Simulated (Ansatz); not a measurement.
**Bi in Ni(111), 2x2: scattering by a point defect**

How strong a scatterer is Bi in Ni(111), 2x2, and does relaxation matter?

Program: Ansatz 0.2.0. Level of theory: Ansatz plane-wave DFT, PBE, PAW files, collinear spin; ballistic transport by layer matching (Landauer), zero bias; PAW set soft_1. Results are calculated unless marked as measured.

## (1) Set-up

The cell holds 44 atoms: 43 Ni and 1 Bi. Its edges and angles: a = 4.984 Å, b = 4.984 Å, c = 22.427 Å, α = 86.8°, β = 93.2°, γ = 120.0°. It derives from Ni. Regions: lead, 24 atoms (24 Ni); scattering region, 20 atoms (19 Ni and 1 Bi). The structure is stacked along c, and the current runs across the ab planes.

## (2) Transmission at ideal sites

The defect sits in one plane of the supercell, all atoms on ideal sites; the layers about the cell's end are the lead. The mesh across the current, 12×12, is finer than the density's, because channels open and close sharply across the zone. Energies from -0.1 to 0.1 eV in steps of 0.05 eV are too few for the program's thermal sum, so it prints no conductance; for a metal the transmission near the Fermi level serves, at a fraction of the cost.

Contents of input.yaml:

```yaml
crystal:
  lattice:
    - [4.9836885938, 0.0, 0.0]
    - [-2.4918442969, 4.3160009268, 0.0]
    - [-1.2459221485, 0.7193334878, 22.3804058349]
  atoms:
    - { symbol: Ni, position: [0.0075757576, 0.9924242424, 0.0454545455], spin: 1.0 }
    - { symbol: Ni, position: [0.0075757576, 0.4924242424, 0.0454545455], spin: 1.0 }
    - { symbol: Ni, position: [0.5075757576, 0.9924242424, 0.0454545455], spin: 1.0 }
    - { symbol: Ni, position: [0.5075757576, 0.4924242424, 0.0454545455], spin: 1.0 }
    - { symbol: Ni, position: [0.1893939394, 0.3106060606, 0.1363636364], spin: 1.0 }
    - { symbol: Ni, position: [0.1893939394, 0.8106060606, 0.1363636364], spin: 1.0 }
    - { symbol: Ni, position: [0.6893939394, 0.3106060606, 0.1363636364], spin: 1.0 }
    - { symbol: Ni, position: [0.6893939394, 0.8106060606, 0.1363636364], spin: 1.0 }
    - { symbol: Ni, position: [0.3712121212, 0.1287878788, 0.2272727273], spin: 1.0 }
    - { symbol: Ni, position: [0.3712121212, 0.6287878788, 0.2272727273], spin: 1.0 }
    - { symbol: Ni, position: [0.8712121212, 0.1287878788, 0.2272727273], spin: 1.0 }
    - { symbol: Ni, position: [0.8712121212, 0.6287878788, 0.2272727273], spin: 1.0 }
    - { symbol: Ni, position: [0.053030303, 0.946969697, 0.3181818182], spin: 1.0 }
    - { symbol: Ni, position: [0.053030303, 0.446969697, 0.3181818182], spin: 1.0 }
    - { symbol: Ni, position: [0.553030303, 0.946969697, 0.3181818182], spin: 1.0 }
    - { symbol: Ni, position: [0.553030303, 0.446969697, 0.3181818182], spin: 1.0 }
    - { symbol: Ni, position: [0.2348484848, 0.2651515152, 0.4090909091], spin: 1.0 }
    - { symbol: Ni, position: [0.2348484848, 0.7651515152, 0.4090909091], spin: 1.0 }
    - { symbol: Ni, position: [0.7348484848, 0.2651515152, 0.4090909091], spin: 1.0 }
    - { symbol: Ni, position: [0.7348484848, 0.7651515152, 0.4090909091], spin: 1.0 }
    - { symbol: Bi, position: [0.4166666667, 0.0833333333, 0.5] }
    - { symbol: Ni, position: [0.4166666667, 0.5833333333, 0.5], spin: 1.0 }
    - { symbol: Ni, position: [0.9166666667, 0.0833333333, 0.5], spin: 1.0 }
    - { symbol: Ni, position: [0.9166666667, 0.5833333333, 0.5], spin: 1.0 }
    - { symbol: Ni, position: [0.0984848485, 0.9015151515, 0.5909090909], spin: 1.0 }
    - { symbol: Ni, position: [0.0984848485, 0.4015151515, 0.5909090909], spin: 1.0 }
    - { symbol: Ni, position: [0.5984848485, 0.9015151515, 0.5909090909], spin: 1.0 }
    - { symbol: Ni, position: [0.5984848485, 0.4015151515, 0.5909090909], spin: 1.0 }
    - { symbol: Ni, position: [0.2803030303, 0.2196969697, 0.6818181818], spin: 1.0 }
    - { symbol: Ni, position: [0.2803030303, 0.7196969697, 0.6818181818], spin: 1.0 }
    - { symbol: Ni, position: [0.7803030303, 0.2196969697, 0.6818181818], spin: 1.0 }
    - { symbol: Ni, position: [0.7803030303, 0.7196969697, 0.6818181818], spin: 1.0 }
    - { symbol: Ni, position: [0.4621212121, 0.0378787879, 0.7727272727], spin: 1.0 }
    - { symbol: Ni, position: [0.4621212121, 0.5378787879, 0.7727272727], spin: 1.0 }
    - { symbol: Ni, position: [0.9621212121, 0.0378787879, 0.7727272727], spin: 1.0 }
    - { symbol: Ni, position: [0.9621212121, 0.5378787879, 0.7727272727], spin: 1.0 }
    - { symbol: Ni, position: [0.1439393939, 0.8560606061, 0.8636363636], spin: 1.0 }
    - { symbol: Ni, position: [0.1439393939, 0.3560606061, 0.8636363636], spin: 1.0 }
    - { symbol: Ni, position: [0.6439393939, 0.8560606061, 0.8636363636], spin: 1.0 }
    - { symbol: Ni, position: [0.6439393939, 0.3560606061, 0.8636363636], spin: 1.0 }
    - { symbol: Ni, position: [0.3257575758, 0.1742424242, 0.9545454545], spin: 1.0 }
    - { symbol: Ni, position: [0.3257575758, 0.6742424242, 0.9545454545], spin: 1.0 }
    - { symbol: Ni, position: [0.8257575758, 0.1742424242, 0.9545454545], spin: 1.0 }
    - { symbol: Ni, position: [0.8257575758, 0.6742424242, 0.9545454545], spin: 1.0 }
magnetization:
  spin_polarized: true
kpoints:
  mp_grid: { grid: [5, 5, 1] }
hamiltonian:
  xc: pbe
  pseudopotentials: { kind: paw, azcp: { folder: soft_1 } }
scf:
  occupations: { method: fermi_dirac, width: 0.1 }
output:
  transmission: { leads: [[0, 4]], kmesh: [12, 12], e_range: [-0.1, 0.1], de: 0.05 }
  write_potential: true
  write_density: true
  volumetric_format: npy
  elf: true
```

On the command line:

```console
$ ansatz run input.yaml --threads 4 --pin off --max-ram 15360MiB --backend cpu --events-out ev --progress --plain --runs-dir out
```

Numbers of over 12 decimals in the logs are rounded to 6 here.

The log of the run:

```text
Engine: ansatz 0.2.0, aarch64-unknown-linux-gnu
Pseudopotentials: kind: paw
Pseudopotential: Ni, paw, valence charge 18, recommended cutoff 420 eV (normal), soft_1/Ni.paw.azcp
Pseudopotential: Bi, paw, valence charge 15, recommended cutoff 420 eV (normal), soft_1/Bi.paw.azcp
Functional definition: PBE
  parameter kappa = 0.804
  parameter beta = 0.066725
  exchange = pbe_x(kappa = kappa, mu = beta*pi^2/3)
  correlation = pbe_c(beta = beta)
Crystal: 44 atoms, lattice volume = 481.394 Å³
Basis set: ecut = 420 eV, 9399 PW (Γ)
Bands: 500, of which v1, the nominal top of the filled ones, is band 395 counted from 1 (394 counted from 0)
Symmetry: 4 space group operations
Space group: C2/m (ITA 12), of the structure as read, at distance tolerance 7.8e-5 Å
Magnetic group: BNS 12.58 (UNI 65), of the structure as read, at distance tolerance 7.8e-5 Å
k-points: 9 of 25
Non-local potential: Ni, projectors of the file, l = 0: 3, l = 1: 2, l = 2: 3, l = 3: 1
Non-local potential: Bi, projectors of the file, l = 0: 2, l = 1: 2, l = 2: 2, l = 3: 1
PAW form: soft (Blöchl's): semilocal exchange-correlation on the pseudo side does not see the compensation charge
PAW one-centre angular grid: Ni, 590 points (default); XC on 64 Gauss nodes
PAW one-centre angular grid: Bi, 590 points (default); XC on 64 Gauss nodes
Initial density: superposition of atomic densities (chi_scale 0.1, normalization cell)
Starting moments: Σ|m| = 43 μB on 43 of 44 sites
Initial wavefunctions: pseudopotential atomic-orbital guess
Functional: x = pbe(κ = 0.804, μ = 0.219515), c = pbe(β = 0.066725)
iter 1 solved again at ethr=2.87e-3 eV; its pass at ethr=3.10e-3 eV (dr2=2.27e1 eV) is discarded
SCF iter   1: F=—  HF=-263472.758570 eV  |F-HF|=—  |Δ(HF+E_count)|=         —  Δρ=5.45e-2 (↑5.45e-2 ↓3.89e-2)  dr2=2.27e1  dr2_m=1.92e0  M=32.700 μB ∫|m|=34.969 μB  β_m=0.30  ethr=2.87e-3  ⟨swp⟩=2.0  Hψ=42320  notcnv=0
Mixer restart at iter 1: flushing history
preconditioner: auto → Kerker (q_TF=auto, 2.962 Å⁻¹)  [metal: Δε(μ)=0.001 eV  Ē_g=9.300 eV  σ=0.100 eV  W_gap=0.00  n_scr=226 (ndim 8)  ℏωp=35.7 eV  f_vac=0.000  D(μ)=68.33/eV (n_scr^D=1022)]
spin=Collinear: Kerker preconditioning applied to the charge; magnetization (m = ρ↑ − ρ↓) channel mixes plain (no charge-response kernel on spin).
SCF iter   2: F=—  HF=-263473.890265 eV  |F-HF|=—  |Δ(HF+E_count)|=    1.13e0  Δρ=2.40e-2 (↑2.08e-2 ↓2.40e-2)  dr2=3.21e0  dr2_m=1.87e0  M=30.506 μB ∫|m|=33.082 μB  β_m=0.34  ethr=2.87e-3  ⟨swp⟩=2.9  Hψ=14487  notcnv=0
SCF iter   3: F=—  HF=-263486.876179 eV  |F-HF|=—  |Δ(HF+E_count)|=    1.30e1  Δρ=2.55e-2 (↑1.39e-2 ↓2.55e-2)  dr2=2.53e0  dr2_m=1.49e0  M=29.025 μB ∫|m|=31.869 μB  β_m=0.38  ethr=4.07e-4  ⟨swp⟩=2.0  Hψ=10805  notcnv=0  defer=1172
[...]
transmission: 262 of 2580 steps passed
transmission: 518 of 2580 steps passed
[...]
transmission: 2580 of 2580 steps passed
SCF converged after 21 iterations
Magnetization: 25.4609 μB (407.2305 up, 381.7695 down)
Absolute magnetization: 28.8912 μB (∫|ρ↑−ρ↓|, with the PAW one-centre terms)
Spin contamination: 0.3127 ħ² per cell (⟨S²⟩ above its minimum at these occupations)
Per-site moments (μB) at R_I (Å): [(0.703059, 1.027886), (0.700409, 1.027886), (0.704010, 1.027886), (0.703059, 1.027886), (0.704828, 1.027886), (0.703944, 1.027886), (0.703944, 1.027886), (0.696293, 1.027886), (0.696624, 1.027886), (0.703847, 1.027886), (0.703847, 1.027886), (0.706116, 1.027886), (0.684216, 1.027886), (0.661208, 1.027886), (0.683892, 1.027886), (0.684216, 1.027886), (0.448782, 1.027886), (0.448830,  [...]
Free energy (F): -263506.148824 eV
Harris-Foulkes:  -263506.148824 eV  (|F-HF|=8.66e-8)
Internal energy: -263503.918281 eV  (E = F + TS)
E sigma→0 (E₀):  -263505.033552 eV
Entropy (-TS):   -2.230543 eV (-50.694 meV/atom)
Fermi energy:    18.321629 eV
--- Per-component energies (eV) ---
  E_band       = -12103.900929
  E_kinetic    = 14872.121322
  E_local      = -118737.038912  (includes V_loc(G=0)·N_el)
  E_nonlocal   = -4637.472637
  E_hartree    = 64421.949707
  E_xc         = -5009.969515
  E_vxc        = -6400.771401  (∫ρ·V_xc dr)
  E_paw        = -81901.502411  (= ΣΔE_a)
  E_vpaw       = -26044.689274  (= ΣTr[D̂ρ^β])
  E_aug_tail   = 0.047582  (compensation charges beyond the density's cutoff)
  E_ewald      = -132512.053417
  E_smearing   = -2.230543  (= −TS)
  E_closure    = -0.000000  (closes the sum)
  Σ components = -263506.148824   (vs F -263506.148824, Δ=0.00e0)
--- Band table (eV; the first three rows and the last of 18) ---
  k-point 0 ↑: bands = [... 391 lower, 17.8065, 17.8069, 17.8092, 17.8166, 17.8181, 17.8380, 17.8772, 17.8810, ... 101 higher]
  k-point 1 ↑: bands = [... 391 lower, 17.7572, 17.7623, 17.7748, 17.7890, 17.8084, 17.8158, 17.8268, 17.8364, ... 101 higher]
  k-point 2 ↑: bands = [... 391 lower, 17.7147, 17.7244, 17.7292, 17.7334, 17.7512, 17.7795, 17.7976, 17.8086, ... 101 higher]
  k-point 8 ↓: bands = [... 391 lower, 18.4760, 18.4893, 18.5013, 18.5065, 18.5137, 18.5208, 18.5379, 18.5700, ... 101 higher]
--- Transmission ---
  basis      : 199 plane waves across, 30 finite elements along
  points     : 43, standing for a mesh of 12 x 12
  energies   : 5 from -0.100000 to 0.100000 eV about the Fermi level, 0.050000 eV apart; the leads are filled to 0.000000 eV, and channels, transmission and decay are at 0.000000 eV
  crystal 0  : Ni4, at the sites [0, 4], period 2.0346 Å, over 20.35 Å; its Hamiltonian steps by up to 1.2 meV
    offset         : up to 0.0000 Å between an atom of the period and one for which it stands
    channels       : 2.604167e0 up, 7.013889e0 down
    conductance    : none, the energies end too early or step too widely for 300 K: set another output.transmission.e_range or a lower de, or, where they end at an eighth of basis.ecutwfc, a higher one
  junction   : crystal 0 to crystal 0, 0.69 to 21.04 Å
    transmission   : 2.059782e0 up, 3.990725e0 down
    conductance    : none, the energies end too early or step too widely for 300 K: set another output.transmission.e_range or a lower de, or, where they end at an eighth of basis.ecutwfc, a higher one
```

Wall time 23 min (4 threads of Arm Neoverse N1, shared host); peak memory 6.2 GiB.

This step gave:

| Quantity | Value |
| --- | --- |
| free energy | -263506.1488 eV |
| energy at zero smearing | -263505.0336 eV |
| Fermi energy | 18.32 eV |
| magnetization | 25.46 μB |
| absolute magnetization | 28.89 μB |
| cell area | 21.51 Å² |
| transmission, spin up | 2.060 |
| transmission, spin down | 3.991 |
| open channels, spin up | 2.604 |
| open channels, spin down | 7.014 |
| step of the lead's potential | 1.2 meV |

Per spin. The transmission, zone mean by energy, zero at the Fermi level:

```tsv
energy (eV)	T up	T down
-0.1000	1.88	4.08
-0.0500	2.01	4.00
0.0000	2.06	3.99
0.0500	2.06	3.80
0.1000	2.03	3.60
```

Per spin. The open channels, zone mean by energy, zero at the Fermi level:

```tsv
energy (eV)	lead up	lead down
-0.1000	2.44	6.53
-0.0500	2.52	6.51
0.0000	2.60	7.01
0.0500	2.60	6.86
0.1000	2.69	7.16
```

Transmission over k1 and k2. At 0.0000 eV from the Fermi level, spin up.

Values, 12 rows by 12 columns:
```
1.59 1.29 1.71 2.83 2.83 1.71 1.29 1.58 2.81 2.74 2.74 2.81
2.82 1.71 1.43 1.84 2.81 1.84 1.43 1.71 2.81 2.74 2.71 2.74
2.78 2.83 1.84 1.69 1.96 1.96 1.69 1.84 2.83 2.78 2.74 2.74
2.81 2.83 2.81 1.96 1.59 1.19 1.59 1.96 2.81 2.83 2.81 2.81
1.58 1.71 1.84 1.96 1.19 1.19 1.19 1.19 1.96 1.84 1.71 1.58
1.25 1.29 1.43 1.69 1.59 1.19 1.10 1.19 1.59 1.69 1.43 1.29
1.58 1.58 1.71 1.84 1.96 1.19 1.19 1.19 1.19 1.96 1.84 1.71
2.81 2.81 2.81 2.83 2.81 1.96 1.59 1.19 1.59 1.96 2.81 2.83
2.78 2.74 2.74 2.78 2.83 1.84 1.69 1.96 1.96 1.69 1.84 2.83
2.82 2.74 2.71 2.74 2.81 1.71 1.43 1.84 2.81 1.84 1.43 1.71
1.59 2.81 2.74 2.74 2.81 1.58 1.29 1.71 2.83 2.83 1.71 1.29
1.25 1.59 2.82 2.78 2.81 1.58 1.25 1.58 2.81 2.78 2.82 1.59
```
Columns: k1 (b1) from -0.5 to 0.417; rows upwards: k2 (b2) from -0.5 to 0.417.

Open channels over k1 and k2. At 0.0000 eV from the Fermi level, spin up.

Values, 12 rows by 12 columns:
```
2.00 2.00 2.00 3.00 3.00 2.00 2.00 2.00 3.00 3.00 3.00 3.00
3.00 2.00 2.00 2.00 3.00 2.00 2.00 2.00 3.00 3.00 3.00 3.00
3.00 3.00 2.00 2.00 3.00 3.00 2.00 2.00 3.00 3.00 3.00 3.00
3.00 3.00 3.00 3.00 2.00 3.00 2.00 3.00 3.00 3.00 3.00 3.00
2.00 2.00 2.00 3.00 3.00 4.00 4.00 3.00 3.00 2.00 2.00 2.00
2.00 2.00 2.00 2.00 2.00 4.00 3.00 4.00 2.00 2.00 2.00 2.00
2.00 2.00 2.00 2.00 3.00 3.00 4.00 4.00 3.00 3.00 2.00 2.00
3.00 3.00 3.00 3.00 3.00 3.00 2.00 3.00 2.00 3.00 3.00 3.00
3.00 3.00 3.00 3.00 3.00 2.00 2.00 3.00 3.00 2.00 2.00 3.00
3.00 3.00 3.00 3.00 3.00 2.00 2.00 2.00 3.00 2.00 2.00 2.00
2.00 3.00 3.00 3.00 3.00 2.00 2.00 2.00 3.00 3.00 2.00 2.00
2.00 2.00 3.00 3.00 3.00 2.00 2.00 2.00 3.00 3.00 3.00 2.00
```
Columns: k1 (b1) from -0.5 to 0.417; rows upwards: k2 (b2) from -0.5 to 0.417.

Transmission over k1 and k2. At 0.0000 eV from the Fermi level, spin down.

Ten even steps from '_' (3.02) to '@' (4.65):
```
++##++++++++##++::@@@@::
==++**##**##**++==@@@@@@
@@++##++----**##++@@@@@@
==++**--__--__--**++==::
++++##----@@@@----##++++
####****__@@@@@@__****##
++++++##----@@@@----##++
==::==++**--__--__--**++
@@@@@@@@++##**----++##++
==@@@@@@==++**##**##**++
++::@@@@::++##++++++++##
##++==@@==++##++==@@==++
```
Columns: k1 (b1) from -0.5 to 0.417; rows upwards: k2 (b2) from -0.5 to 0.417.

Open channels over k1 and k2. At 0.0000 eV from the Fermi level, spin down.

Ten even steps from '0' (4.0) to '9' (10.0):
```
333663333883
333565333888
965366356988
366605066633
335656656533
333306660333
333565665653
333666050666
988965366356
388833356533
338833336633
333933333933
```
Columns: k1 (b1) from -0.5 to 0.417; rows upwards: k2 (b2) from -0.5 to 0.417.

Spin density in the ca plane at fractional y = 0.038, with atoms of Ni and Bi within 0.2 Å of it.

Ten even steps from '0' (0.0 e/Å³) to '9' (2.3 e/Å³), each cell a mean:
```
00000000000000000000001100000000000000393000
00000210000000000000002100000000000000010000
00000210000000000000000000000000000000000000
00000000000000000000000000000000000000000000
00000000001200000000000000000000000000000000
00000000001100000000000000000000000000021000
00000000000000000000000000000000000000393000
00000100000000000000000000000000000000252000
00000210000000000000000000000000000000000000
00000100000000000000000000000000000000000000
00000000000100000000000000000000000000000000
00000000001200000000000000000000000000000000
00000000000000000000000000000000000000252000
```
Columns run along c (16.0 Å, from fractional 0.14 to 0.86 of the cell), rows up along a (5.0 Å). Atoms in or near the plane, at fractional coordinates: Bi at (0.50, 0.42), Ni at (0.50, 0.92), Ni at (0.77, 0.46), Ni at (0.77, 0.96).

ELF in the ca plane at fractional y = 0.038, with atoms of Ni and Bi within 0.2 Å of it. It is the smooth field of the valence electrons, not physical close to the nuclei.

Values, 7 rows by 16 columns, each cell a mean:
```
0.24 0.24 0.27 0.22 0.21 0.24 0.27 0.32 0.59 0.25 0.24 0.25 0.28 0.25 0.62 0.23
0.22 0.27 0.29 0.22 0.20 0.24 0.25 0.22 0.27 0.21 0.19 0.21 0.18 0.22 0.21 0.21
0.24 0.21 0.24 0.28 0.35 0.22 0.19 0.28 0.32 0.22 0.22 0.20 0.17 0.21 0.23 0.21
0.25 0.20 0.21 0.22 0.22 0.25 0.27 0.30 0.22 0.30 0.22 0.24 0.28 0.26 0.73 0.24
0.22 0.30 0.35 0.24 0.22 0.24 0.29 0.28 0.19 0.30 0.20 0.23 0.22 0.22 0.32 0.21
0.24 0.20 0.21 0.23 0.25 0.23 0.21 0.31 0.33 0.23 0.23 0.20 0.17 0.22 0.21 0.21
0.24 0.22 0.24 0.27 0.32 0.23 0.21 0.22 0.23 0.21 0.19 0.22 0.21 0.23 0.47 0.23
```
Columns run along c (16.0 Å, from fractional 0.14 to 0.86 of the cell), rows up along a (5.0 Å). Atoms in or near the plane, at fractional coordinates: Bi at (0.50, 0.42), Ni at (0.50, 0.92), Ni at (0.77, 0.46), Ni at (0.77, 0.96).

Valence density in the ca plane at fractional y = 0.038, with atoms of Ni and Bi within 0.2 Å of it. It is the smooth field of the valence electrons, not physical close to the nuclei.

Ten steps, logarithmic in the rise over the least value, from '0' (0 e/Å³) to '9' (47 e/Å³), each cell a mean:
```
00002321001100000000268730000000000003897300
00014652000000000000269730000000000002564100
00014652000000000000145410011100011000111000
00002321013320000000011100133200121000000000
00000000025641000000001100134200011000121000
00000000025641000000123210122100000001575200
00001110013310000000245431000000000003797300
00013542000000000001356531000000000002786200
00015752000000000001345431001000000001342100
00013541001210000000133310122100011000000000
00001110024531000000011100144200121000000000
00000000036741000000001100133100011000243100
00000000024530000000024310011000000002687300
```
Columns run along c (16.0 Å, from fractional 0.14 to 0.86 of the cell), rows up along a (5.0 Å). Atoms in or near the plane, at fractional coordinates: Bi at (0.50, 0.42), Ni at (0.50, 0.92), Ni at (0.77, 0.46), Ni at (0.77, 0.96).

Nearest the Fermi level spin up passes 2.06 of 2.60 channels of the lower lead and spin down 3.99 of 7.01.

## (3) Resistance at ideal sites

This step: Ansatz plane-wave DFT, PBE, PAW files, collinear spin; ballistic transport by layer matching (Landauer), zero bias; area resistance of the defect plane and resistivity an atomic per cent; PAW set soft_1 (Ansatz 0.2.0).

This step gave:

- area resistance: 0.2892 fΩ m²
- T over the leads' mean channel count: 0.6374
- spin asymmetry γ: 0.02856 (R down - R up) / (R down + R up)
- resistivity per at.% scaled from this dense plane, with the factor 3/4 for isotropic scattering: 4.264 µΩ cm

Averaged over the energies near the Fermi level, 63.7 % of the channels pass, which makes 0.289 fΩ m².

By hand, with means over the energies near the Fermi level: RA per spin = A (h/e²)(1/T − ½[1/N₁ + 1/N₂]); spin up: 21.51×10⁻²⁰ m² × 25 813 Ω × (1/2.043 − ½[1/2.576 + 1/2.576]) = 0.562 fΩ m²; spin down: 21.51×10⁻²⁰ m² × 25 813 Ω × (1/3.931 − ½[1/6.796 + 1/6.796]) = 0.595 fΩ m². The spins conduct in parallel, so 1/RA = 1/0.562 + 1/0.595 and RA = 0.289 fΩ m²; γ = (0.595 − 0.562)/(0.595 + 0.562) = 0.029.

## (4) Outcome

| Item | Value |
| --- | --- |
| share of channels that pass, rigid | 0.637 |
| area resistance, rigid | 0.289 fΩ m² |
| resistivity per at.% from the area resistance, times 3/4, rigid | 4.26 µΩ cm |

In words: The plane of defects adds 0.29 fΩ m². Scaled to one atomic per cent that is 5.7 µΩ cm as it stands and 4.3 with the factor 3/4 for isotropic scattering on a spherical Fermi surface; with the reflection in place of the resistance taken as linear in the density it would be 2.7. These are rough estimates of the dilute value, not bounds. One Bi in each 2x2 cell reflects 36 % of the lead's channels. The defect scatters spin down more strongly (asymmetry 0.029). The defects form a dense periodic sheet that scatters coherently, unlike a dilute random alloy. T and N are means over the solved energies nearest the Fermi level. Spin-orbit coupling is left out, which matters for Bi. One magnetic start was tried, and the two spins conduct in parallel without mixing. 1 further run is left out: refused by the program, or repeats without effect or without named leads.

[Logs are printed without paths, hosts, clocks, repeated set-up lines and the standing remarks that a program may print on its own settings, such as how far it seeks lower states.]

[Hosts, paths, dates, database ids (printed as entryN), source tags and the programs' standing remarks are cut or masked in the printed files.]
